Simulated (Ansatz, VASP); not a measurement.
# Sn24SeO47 (Se_O): VASP beside Ansatz

One calculation is typed for both programs; each brings its own data sets. How far apart do they land? The cell is taken from a series of runs on this material, whose earlier steps may have relaxed, scaled, displaced or heated it; both programs get it as it stands.

Main program and level: Ansatz 0.2.0; plane waves, with VASP 6.6.1 beside it; single point at r2SCAN.

## (1) The starting structure

The cell holds 72 atoms: 24 Sn, 47 O and 1 Se. Its edges and angles: a = 9.516 Å, b = 9.516 Å, c = 9.602 Å, α = 90.0°, β = 90.0°, γ = 90.0°. It derives from SnO2 (SnO2 (P4_2/mnm)). Nearest the centre at fractional (0.403, 0.597, 0.500): Se72 at 0.59 Å, Sn24 at 2.27 Å, Sn22 at 2.27 Å, Sn9 at 2.40 Å, O52 at 2.70 Å, O36 at 2.95 Å, O32 at 2.95 Å, O46 at 3.01 Å.

As a file:

```xyz
72
Lattice="9.5155 0.0000 0.0000 0.0000 9.5155 0.0000 0.0000 0.0000 9.6020" Properties=species:S:1:pos:R:3 pbc="T T T"
Sn    2.3795    2.3616    1.5902
Sn    0.0162    9.4901    9.5995
Sn    2.3638    2.3728    4.7984
Sn    9.4505    0.0555    3.1596
Sn    2.3787    2.3609    8.0067
Sn    9.4502    0.0551    6.4375
Sn    2.3773    7.1479    1.6021
Sn    0.0376    4.7407    9.5993
Sn    2.0510    7.2843    4.7981
Sn    9.4886    4.7455    3.1853
Sn    2.3778    7.1480    7.9947
Sn    9.4885    4.7458    6.4114
Sn    7.1502    2.3555    1.5745
Sn    4.7720    9.4856    9.5998
Sn    7.1266    2.3354    4.7983
Sn    4.7293    0.0023    3.1926
Sn    7.1507    2.3560    8.0222
Sn    4.7294    0.0031    6.4050
Sn    7.1616    7.1234    1.5891
Sn    4.7058    4.8101    9.5996
Sn    7.1398    7.1161    4.7985
Sn    4.8712    4.5998    3.0967
Sn    7.1606    7.1235    8.0080
Sn    4.8704    4.5990    6.5004
O     0.9304    3.8141    1.6097
O     3.8651    0.9512    1.5717
O     1.4591    1.4339    9.5986
O     3.2683    3.3333    9.6001
O     0.9293    3.8417    4.7982
O     3.8429    0.9506    4.7985
O     1.4363    1.4527    3.1919
O     3.3133    3.2689    3.1879
O     0.9304    3.8142    7.9867
O     3.8637    0.9502    8.0257
O     1.4359    1.4525    6.4022
O     3.3134    3.2674    6.4118
O     0.8774    8.5776    1.5993
O     3.8547    5.6930    1.6085
O     1.4924    6.1975    9.5979
O     3.2824    8.0769    9.6009
O     0.7516    8.6967    4.7986
O     1.3701    6.2486    3.1625
O     3.1277    8.2283    3.1733
O     0.8777    8.5777    7.9977
O     3.8555    5.6936    7.9888
O     1.3693    6.2493    6.4320
O     3.1295    8.2275    6.4260
O     5.6800    3.7628    1.4928
O     8.5981    0.9442    1.5604
O     6.2566    1.3809    9.5980
O     8.0844    3.2916    9.6008
O     5.6848    3.7211    4.7982
O     8.5779    0.9691    4.7986
O     6.2127    1.4380    3.1650
O     8.0352    3.3019    3.1888
O     5.6805    3.7630    8.1041
O     8.5982    0.9444    8.0363
O     6.2126    1.4387    6.4297
O     8.0352    3.3021    6.4099
O     5.6390    8.5274    1.6201
O     8.6324    5.6843    1.5600
O     6.2208    6.1970    9.5984
O     8.0333    8.0878    9.6006
O     5.7276    8.6451    4.7990
O     8.6496    5.7158    4.7984
O     6.4139    6.0564    3.1403
O     8.0350    8.0937    3.1946
O     5.6393    8.5285    7.9776
O     8.6293    5.6829    8.0365
O     6.4122    6.0573    6.4541
O     8.0353    8.0932    6.4054
Se    4.1543    6.1742    4.7983
```

## (2) Ansatz: single point, r2SCAN

Ansatz runs on its PAW soft_1 files.

A single point gives forces, pressure and levels at one fixed geometry, so differences don't come from the geometry; what else differs is listed under the comparison.

Contents of input.yaml:

```yaml
crystal:
  checkpoint: "../qm1_M1.relax.run"
  host: checkpoint
basis:
  ecutwfc: 500
  xc_grid: 2
hamiltonian:
  xc: r2scan
  pseudopotentials: { kind: paw, azcp: { folder: soft_1 } }
kpoints:
  mp_grid: { grid: [2, 2, 2], shift: [0.5, 0.5, 0.5] }
scf:
  occupations: { method: fermi_dirac, width: 0.01 }
  max_iter: 100
output:
  forces: true
  eigenvalues: true
  charged_corrections: { defect_position: [0.402971, 0.597029, 0.5] }
checkpoint:
  read: "../qm1_M1.relax.run"
  write: "../qm1_M1.point_neutral.run"
  compress: false
  write_wavefunctions: false
  write_every: 100000
```

Launch:

```
$ ansatz run input.yaml --threads 4 --pin off --max-ram 15073MiB --backend cpu --events-out ev --progress --plain --runs-dir out
```

Numbers of over 12 decimals in the logs are rounded to 6 here.

The log of the run:

```text
Warning: checkpoint.read: spin treatment differs: saved collinear, current unpolarized; the saved charge density seeds this run and the saved magnetisation is not carried: this deck is unpolarised; the saved density holds an absolute magnetisation of 1.1e0 μB; saved orbitals and DFT+U occupations are not carried; the saved kinetic-energy density and PAW projector densities are carried summed over spin
checkpoint.read: the saved state was converged at a total charge of -1 e, and this run's is 0 e: a saved density that it takes is scaled to its electron count
crystal.checkpoint: the structure is that of <dir>, a `relax` run, at its step 8: its result, under r2scan at a charge of -1 e; 72 atoms read, 0 with a starting moment; this deck's charge is 0 e; crystal.structure_sha256 for this input is
Engine: ansatz 0.2.0, x86_64-unknown-linux-gnu
Pseudopotentials: kind: paw
Pseudopotential: Sn, paw, valence charge 14, recommended cutoff 500 eV (meta_gga), soft_1/Sn.paw.azcp
Pseudopotential: O, paw, valence charge 6, recommended cutoff 500 eV (meta_gga), soft_1/O.paw.azcp
Pseudopotential: Se, paw, valence charge 16, recommended cutoff 500 eV (meta_gga), soft_1/Se.paw.azcp
Functional definition: r2SCAN
  parameter k0 = 0.174
  parameter k1 = 0.065
  parameter a1 = 4.9479
  exchange = r2scan_x(k0 = k0, k1 = k1, a1 = a1)
  correlation = r2scan_c
Crystal: 72 atoms, lattice volume = 869.415 Å³
Basis set: ecut = 500 eV, 22119 PW (Γ), exchange–correlation on 144×144×144 points (8 copies of the dense FFT grid, shifted against one another)
Bands: 389, of which v1, the nominal top of the filled ones, is band 317 counted from 1 (316 counted from 0)
Symmetry: 1 space group operations
Space group: P1 (ITA 1), of the structure as read, at distance tolerance 9.5e-5 Å
k-points: 4 of 8 (time reversal used)
Non-local potential: Sn, projectors of the file, l = 0: 2, l = 1: 2, l = 2: 2, l = 3: 1
Non-local potential: O, projectors of the file, l = 0: 2, l = 1: 2, l = 2: 1
Non-local potential: Se, projectors of the file, l = 0: 2, l = 1: 2, l = 2: 3, l = 3: 1
PAW form: soft (Blöchl's): semilocal exchange-correlation on the pseudo side does not see the compensation charge
PAW frozen core: Sn, regenerated for the run's functional (the file was generated under x = pbe(κ = 0.804, μ = 0.219515), c = pbe(β = 0.066725))
PAW frozen core: O, regenerated for the run's functional (the file was generated under x = pbe(κ = 0.804, μ = 0.219515), c = pbe(β = 0.066725))
PAW frozen core: Se, regenerated for the run's functional (the file was generated under x = pbe(κ = 0.804, μ = 0.219515), c = pbe(β = 0.066725))
PAW one-centre angular grid: Sn, 590 points (default); XC on 160 Gauss nodes
PAW one-centre angular grid: O, 302 points (default); XC on 160 Gauss nodes
PAW one-centre angular grid: Se, 590 points (default); XC on 160 Gauss nodes
Initial density: read from a saved state, or passed on in memory by an earlier SCF of this step, an earlier step, the calling program or the single point that the run made first
Initial wavefunctions: pseudopotential atomic-orbital guess
Functional: x = r2scan, c = r2scan; τ floored in thin density (d = 2e-4 eV/Å³)
iter 1 solved again at ethr=1.27e-5 eV; its pass at ethr=3.10e-3 eV (dr2=8.07e-2 eV) is discarded
SCF iter   1: F=—  HF=-177137.203694 eV  |F-HF|=—  |Δ(HF+E_count)|=         —  Δρ=3.63e-3  dr2=8.19e-2  dr2_τ=1.19e-3  ethr=1.27e-5  ⟨swp⟩=6.5  Hψ=9850  notcnv=0
preconditioner: auto → Resta (q_TF=auto, 2.588 Å⁻¹)  ε∞=3.3  [insulator: Δε(μ)=2.359 eV  Ē_g=20.730 eV  σ=0.010 eV  W_gap=1.00  n_scr=250 (ndim 8)  ℏωp=31.5 eV  f_vac=0.025  D(μ)=0.00/eV (n_scr^D=0)  ε∞_Penn≈3.3]
SCF iter   2: F=—  HF=-177137.172900 eV  |F-HF|=—  |Δ(HF+E_count)|=   3.08e-2  Δρ=1.47e-3  dr2=1.48e-2  dr2_τ=7.17e-4  ethr=1.27e-5  ⟨swp⟩=3.0  Hψ=2438  notcnv=0
SCF iter   3: F=—  HF=-177137.168035 eV  |F-HF|=—  |Δ(HF+E_count)|=   4.86e-3  Δρ=4.67e-4  dr2=1.76e-3  dr2_τ=1.77e-4  ethr=2.33e-6  ⟨swp⟩=3.0  Hψ=3164  notcnv=0
SCF iter   4: F=—  HF=-177137.167530 eV  |F-HF|=—  |Δ(HF+E_count)|=   5.05e-4  Δρ=1.02e-4  dr2=9.07e-5  dr2_τ=6.83e-6  ethr=2.78e-7  ⟨swp⟩=2.0  Hψ=3112  notcnv=0
SCF iter   5: F=—  HF=-177137.168603 eV  |F-HF|=—  |Δ(HF+E_count)|=   1.07e-3  Δρ=5.38e-5  dr2=1.98e-5  dr2_τ=2.30e-6  ethr=1.43e-8  ⟨swp⟩=2.0  Hψ=2824  notcnv=0
SCF iter   6: F=—  HF=-177137.168601 eV  |F-HF|=—  |Δ(HF+E_count)|=   2.06e-6  Δρ=2.04e-5  dr2=3.02e-6  dr2_τ=2.58e-7  ethr=3.12e-9  ⟨swp⟩=2.0  Hψ=2159  notcnv=0
SCF iter   7: F=—  HF=-177137.168601 eV  |F-HF|=—  |Δ(HF+E_count)|=   7.01e-8  Δρ=3.95e-6  dr2=1.59e-7  dr2_τ=7.52e-9  ethr=4.77e-10  ⟨swp⟩=2.0  Hψ=2824  notcnv=0
SCF iter   8: F=-177137.168601 eV  HF=-177137.168601 eV  |F-HF|=1.91e-8  |Δ(HF+E_count)|=   3.30e-8  Δρ=1.98e-6  dr2=2.85e-8  dr2_τ=3.09e-9  ethr=1.58e-11  ⟨swp⟩=8.0  Hψ=5864  notcnv=0
[...]
k-point 2: bands = [... 313 lower, 8.9700, 9.2881, 9.4073, 9.8096, 12.1626, 13.5898, 13.7127, 13.8659, ... 68 higher]
  k-point 3: bands = [... 313 lower, 8.9698, 9.2878, 9.4074, 9.8098, 12.1626, 13.5910, 13.7115, 13.8658, ... 68 higher]
```

## (3) VASP: single point, r2SCAN

The same cell, functional, mesh and smearing now go to VASP, with its own data sets.

Lines of VASP's logs that name or quote its potential files are left out, and so is its time.

Contents of INCAR:

```
SYSTEM = Sn24SeO47
PREC = Accurate
ENCUT = 580
EDIFF = 1E-06
NELM = 120
ISMEAR = -1
SIGMA = 0.01
LREAL = Auto
ALGO = Normal
METAGGA = R2SCAN
LASPH = .TRUE.
NBANDS = 368
LORBIT = 11
LWAVE = .FALSE.
LCHARG = .FALSE.
ISIF = 2
ISYM = 0
GGA_COMPAT = .FALSE.
EFERMI = MIDGAP
LMIXTAU = .TRUE.
KPAR = 4
```

Contents of POSCAR:

```
Sn24SeO47
1.0
    9.5155030731      0.0000000000      0.0000000000
    0.0000000000      9.5155030731      0.0000000000
    0.0000000000      0.0000000000      9.6020443945
Sn O Se
24 47 1
Direct
    0.2500667815      0.2481814641      0.1656103158
    0.0017034533      0.9973355326      0.9997339901
    0.2484114602      0.2493583040      0.4997226119
    0.9931658170      0.0058293988      0.3290498267
    0.2499850452      0.2481147202      0.8338514287
    0.9931424117      0.0057893756      0.6704261786
    0.2498380693      0.7511798345      0.1668545131
    0.0039466695      0.4982077792      0.9997089938
    0.2155460840      0.7655189269      0.4996910050
    0.9971751100      0.4987083709      0.3317271353
    0.2498860196      0.7511982771      0.8326019401
    0.9971663995      0.4987415470      0.6677167655
    0.7514300849      0.2475458693      0.1639754973
    0.5014928509      0.9968574593      0.9997641588
    0.7489464328      0.2454292957      0.4997123050
    0.4970072742      0.0002398062      0.3324893205
    0.7514771903      0.2475925741      0.8354709110
    0.4970212628      0.0003261600      0.6670424733
    0.7526193026      0.7486147918      0.1654953778
    0.4945361655      0.5054992141      0.9997430893
    0.7503323612      0.7478427757      0.4997364404
    0.5119247175      0.4834036005      0.3224993598
    0.7525233202      0.7486253171      0.8339892546
    0.5118366426      0.4833175692      0.6769844003
    0.0977799786      0.4008283672      0.1676453667
    0.4061896992      0.0999629423      0.1636827888
    0.1533349474      0.1506923946      0.9996370163
    0.3434693496      0.3502988348      0.9998026235
    0.0976655245      0.4037321336      0.4997076741
    0.4038555707      0.0998993899      0.4997342254
    0.1509416587      0.1526652286      0.3324221072
    0.3481972433      0.3435360247      0.3320004347
    0.0977786532      0.4008441150      0.8317663869
    0.4060447738      0.0998617851      0.8358370065
    0.1509045142      0.1526468100      0.6667523156
    0.3482075161      0.3433804433      0.6677541562
    0.0922084043      0.9014379852      0.1665546892
    0.4050989755      0.5982894177      0.1675116150
    0.1568413446      0.6513051160      0.9995662877
    0.3449524324      0.8488138769      0.9998852393
    0.0789871233      0.9139499415      0.4997486919
    0.1439839534      0.6566715452      0.3293602261
    0.3286967583      0.8647247760      0.3304834967
    0.0922393751      0.9014449652      0.8329198626
    0.4051836960      0.5983523581      0.8319941552
    0.1439022617      0.6567544922      0.6698613585
    0.3288829835      0.8646365810      0.6692283550
    0.5969223046      0.3954380044      0.1554622124
    0.9035869371      0.0992289903      0.1625094277
    0.6575214761      0.1451221335      0.9995822581
    0.8496058151      0.3459247488      0.9998697343
    0.5974275814      0.3910548902      0.4997057435
    0.9014703682      0.1018419080      0.4997436380
    0.6528989612      0.1511238905      0.3296160565
    0.8444342024      0.3470003267      0.3321001601
    0.5969708844      0.3954636309      0.8440023042
    0.9036042465      0.0992466671      0.8369411183
    0.6528908878      0.1511902339      0.6696201856
    0.8444334743      0.3470182627      0.6675580885
    0.5926144741      0.8961630350      0.1687225644
    0.9071932891      0.5973744914      0.1624688045
    0.6537585361      0.6512480990      0.9996216206
    0.8442317909      0.8499642117      0.9998487526
    0.6019214454      0.9085281228      0.4997925775
    0.9090030434      0.6006856487      0.4997267660
    0.6740446926      0.6364794286      0.3270496163
    0.8444153464      0.8505850994      0.3326988846
    0.5926449413      0.8962694321      0.8308250183
    0.9068673763      0.5972247684      0.8369622243
    0.6738694151      0.6365761315      0.6721570062
    0.8444446205      0.8505244250      0.6670826307
    0.4365842033      0.6488524121      0.4997202377
```

Contents of KPOINTS:

```
Points of the shifted mesh
8
Reciprocal
 0.2500000000  0.2500000000  0.2500000000 1
 0.2500000000  0.2500000000  0.7500000000 1
 0.2500000000  0.7500000000  0.2500000000 1
 0.2500000000  0.7500000000  0.7500000000 1
 0.7500000000  0.2500000000  0.2500000000 1
 0.7500000000  0.2500000000  0.7500000000 1
 0.7500000000  0.7500000000  0.2500000000 1
 0.7500000000  0.7500000000  0.7500000000 1
```

PAW data sets: Sn_d, O and Se (PBE family, release 64).

Launch:

```
$ mpirun -np 8 vasp_std
```

The log of the run:

```text
[banner, memory and clock lines left out]
running    8 mpi-ranks, on    1 nodes
[...]
|                                                                             |
|           W    W    AA    RRRRR   N    N  II  N    N   GGGG   !!!           |
|           W    W   A  A   R    R  NN   N  II  NN   N  G    G  !!!           |
|           W    W  A    A  R    R  N N  N  II  N N  N  G       !!!           |
|           W WW W  AAAAAA  RRRRR   N  N N  II  N  N N  G  GGG   !            |
|           WW  WW  A    A  R   R   N   NN  II  N   NN  G    G                |
|           W    W  A    A  R    R  N    N  II  N    N   GGGG   !!!           |
|                                                                             |
|     For optimal performance we recommend to set                             |
|       NCORE = 2 up to number-of-cores-per-socket                            |
|     NCORE specifies how many cores store one orbital (NPAR=cpu/NCORE).      |
|     This setting can greatly improve the performance of VASP for DFT.       |
[...]
|               ----> ADVICE to this user running VASP <----                  |
|                                                                             |
|     You enforced a specific xc type in the INCAR file but a different       |
|     [... a line on the potential file left out ...]
|     I HOPE YOU KNOW WHAT YOU ARE DOING!                                     |
|                                                                             |

 LDA part: xc-table for (None), standard interpolation
 POSCAR, INCAR and KPOINTS ok, starting setup
[...]
entering main loop
       N       E                     dE             d eps       ncg     rms          rms(c)
DAV:   1     0.143270836741E+05    0.14327E+05   -0.25176E+05  5888   0.294E+03
DAV:   2     0.263259048162E+04   -0.11694E+05   -0.11189E+05  5888   0.932E+02
DAV:   3    -0.746007930294E+03   -0.33786E+04   -0.31846E+04  6104   0.374E+02
DAV:   4    -0.121631022579E+04   -0.47030E+03   -0.45898E+03  6840   0.146E+02
[...]
DAV:  23    -0.101814865832E+04   -0.20341E-05   -0.48106E-07  3584   0.335E-03    0.184E-03
DAV:  24    -0.101814866032E+04   -0.19985E-05   -0.77778E-07  3328   0.293E-03    0.784E-04
DAV:  25    -0.101814866070E+04   -0.37678E-06   -0.14799E-07  3136   0.203E-03
   1 F= -.10181487E+04 E0= -.10181487E+04  d E =0.000000E+00
```

From OUTCAR (step 3):

```text
 POSITION                                       TOTAL-FORCE (eV/Angst)
 -----------------------------------------------------------------------------------
      2.37951      2.36157      1.59020        -0.007704      0.008145     -0.011324
      0.01621      9.49015      9.59949        -0.009174      0.029183      0.000206
      2.36376      2.37277      4.79836         0.013094      0.010580     -0.004972
      9.45047      0.05547      3.15955         0.019091      0.007969      0.018186
      2.37873      2.36094      8.00668        -0.006679      0.007454      0.014262
      9.45025      0.05509      6.43746         0.021297      0.008845     -0.017382
      2.37733      7.14785      1.60214         0.010423     -0.046598     -0.015394
      0.03755      4.74070      9.59925        -0.004229     -0.008435     -0.000333
      2.05103      7.28430      4.79806         0.105893     -0.085304      0.000504
      9.48862      4.74546      3.18526         0.002739     -0.001155     -0.019356
      2.37779      7.14803      7.99468         0.010911     -0.043494      0.015331
      9.48854      4.74578      6.41145        -0.002849     -0.000793      0.017060
      7.15024      2.35552      1.57450        -0.009579      0.014483     -0.008702
      4.77196      9.48560      9.59978        -0.009408      0.019571     -0.000601
[...]
-----------------------------------------------------------------------------------
    total drift:                                0.014501      0.007142      0.008259

  FREE ENERGIE OF THE ION-ELECTRON SYSTEM (eV)
  ---------------------------------------------------
  free  energy   TOTEN  =     -1018.1486606996 eV

  energy  without entropy=    -1018.1486606996  energy(sigma->0) =    -1018.14866070
```

The run ends at a pressure of 5.11 GPa, with forces up to 0.14 eV/Å.

## (4) Comparison

Known differences besides the potentials themselves: VASP keeps PBE cores, Ansatz makes them for the functional; the data sets hold 634 valence electrons in Ansatz (on its PAW soft_1 files) and 624 in VASP; the cutoff is 500 eV in Ansatz and 580 eV in VASP (PREC = Accurate, projectors in real space). Total energies have different zeros and are not compared.

Compared:

```
              quantity  Ansatz   VASP  difference
gap on the k mesh (eV)   2.336  2.345      -0.008
```

Forces on 7 of the 72 atoms, those with the largest forces and the largest differences (eV/Å; atoms numbered as in POSCAR):

| atom | Ansatz x, y, z | VASP x, y, z |
| --- | --- | --- |
| Sn9 | 0.007, -0.030, -0.001 | 0.106, -0.085, 0.001 |
| Sn22 | -0.035, 0.002, 0.000 | -0.067, 0.060, 0.085 |
| Sn24 | -0.028, 0.012, -0.008 | -0.058, 0.072, -0.094 |
| O32 | -0.062, -0.069, 0.000 | -0.046, -0.051, 0.008 |
| O36 | -0.058, -0.060, -0.033 | -0.042, -0.043, -0.042 |
| O66 | 0.042, 0.082, 0.062 | 0.009, 0.032, 0.085 |
| O70 | 0.052, 0.084, -0.032 | 0.020, 0.035, -0.053 |

The forces differ by 22 meV/Å r.m.s., which is 89.5 % of the r.m.s. force of 0.024 eV/Å (both taken over all components). A gap on the mesh is an upper bound, since the band edges may lie between its points.

## (5) Summary of results

* r.m.s. force difference (single point, r2SCAN): 22 meV/Å

**Reading.** The r.m.s. force difference is 22 meV/Å (single point, r2SCAN), beyond the 12 meV/Å picked in this series as the mark of a large difference. The data sets hold unlike numbers of valence electrons (634 in Ansatz and 624 in VASP), so part of the differences comes from the potentials. What causes the difference of the single point, r2SCAN pair stays open here. How closely two codes agree says nothing of how well the functional describes the real material.

[Lines on the potential files, build, host, timing and source positions are cut from VASP's logs without a mark.]

[Logs are printed without paths, hosts, clocks, repeated set-up lines and the standing remarks that a program may print on its own settings, such as how far it seeks lower states.]

[Hosts, paths, dates, database ids (printed as entryN), source tags and the programs' standing remarks are cut or masked in the printed files.]
